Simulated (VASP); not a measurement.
**Si: relaxation of the atoms with LDA**

Crystal: Si.

```xyz
2
Lattice="0.0000 2.7015 2.7015 2.7015 0.0000 2.7015 2.7015 2.7015 0.0000" Properties=species:S:1:pos:R:3 pbc="T T T"
Si    4.0522    4.0522    4.0522
Si    2.7015    2.7015    2.7015
```

- Program: VASP 6.6.1
- Task: relaxation of the atoms
- Functional: LDA
- Potentials or basis: VASP PAW LDA potentials, release 64 (Si)
- Cutoff: 600 eV
- k mesh: 10 × 10 × 10
- Occupations: gaussian, width 0.03 eV
- Spin: no spin polarisation
- Further INCAR settings: ALGO = Normal; EDIFF = 1e-07; IBRION = 2; EDIFFG = -0.01; NSW = 40

```json
{
 "Pressure after relaxing": "0.0 GPa",
 "Band gap on the k mesh": "0.45 eV, indirect (least direct gap 2.53 eV)"
}
```

Final structure:
```xyz
2
Lattice="0.0000 2.7015 2.7015 2.7015 0.0000 2.7015 2.7015 2.7015 0.0000" Properties=species:S:1:pos:R:3 pbc="T T T"
Si    4.0522    4.0522    4.0522
Si    2.7015    2.7015    2.7015
```

Levels at points of the mesh, in eV from the valence-band top:
```csv
k point,band 2,band 3,band 4,band 5,band 6,band 7
"(0.00, 0.00, 0.00)",0.00,0.00,0.00,2.53,2.53,2.53
"(0.50, 0.00, 0.00)",-7.06,-1.21,-1.21,1.48,3.29,3.29
"(0.50, 0.50, 0.00)",-7.86,-2.89,-2.89,0.58,0.58,10.11
```

It took 5.1 s on 1 thread of Intel(R) Xeon(R) 6975P-C (Granite Rapids), with other jobs on the host, peak memory 0.14 GiB.

Caveat: the relaxation stopped at its first step, so nothing moved. A k mesh can miss the band edges.
